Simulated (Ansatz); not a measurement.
## Electric field gradients in SrO

```
Sr O
1.0
     4.29019    0.00000    0.00000
    -2.14510    3.71542    0.00000
     0.00000    0.00000    5.18454
Sr O
2 2
Direct
  0.33333 0.66667 0.93799
  0.66667 0.33333 0.43799
  0.33333 0.66667 0.43801
  0.66667 0.33333 0.93801
```

Atoms are numbered in the order listed.

The structure comes from a relaxation in the same program, started in the wurtzite type, and has space group P6_3/mmc. Whether it is a known phase or the ground state wasn't checked. The relaxation left the symmetry of that type.

All numbers are computed: DFT, PBE, all-electron PAW with datasets made for the crystal, scalar-relativistic (Ansatz 0.2.0); DFT, PBE, PAW with Ansatz's default frozen-core files, scalar-relativistic (Ansatz 0.2.0).

For the crystal-made all-electron datasets (AE datasets): a Γ-centred 12×12×7 k mesh, Fermi–Dirac smearing of 0.05 eV, cutoff 260 eV (chosen by the program for this cell), no spin polarisation. PAW takes a cutoff of 420 eV at this cell. The Ansatz runs share mesh, smearing and spin set-up.

No spin–orbit coupling: at heavy atoms the gradients can be off by tens of per cent for that reason.

Vzz is the principal value of largest size of the traceless field-gradient tensor, in 10²¹ V/m², and η = (Vxx − Vyy)/Vzz with |Vzz| ≥ |Vyy| ≥ |Vxx|.

```csv
site,site symmetry,"Vzz (η), AE datasets","Vzz (η), PAW"
Sr1,-6m2,-1.25 (η = 0.00),-1.27 (η = 0.00)
O3,-6m2,-0.43 (η = 0.00),-0.43 (η = 0.00)
```

Task: Taking Q(Sr-87) = 0.305 b, what quadrupole coupling constant follows at Sr1 from AE datasets?

Result: Cq = eQVzz/h = 24.180 MHz × 0.305 × (-1.25) = -9.22 MHz.
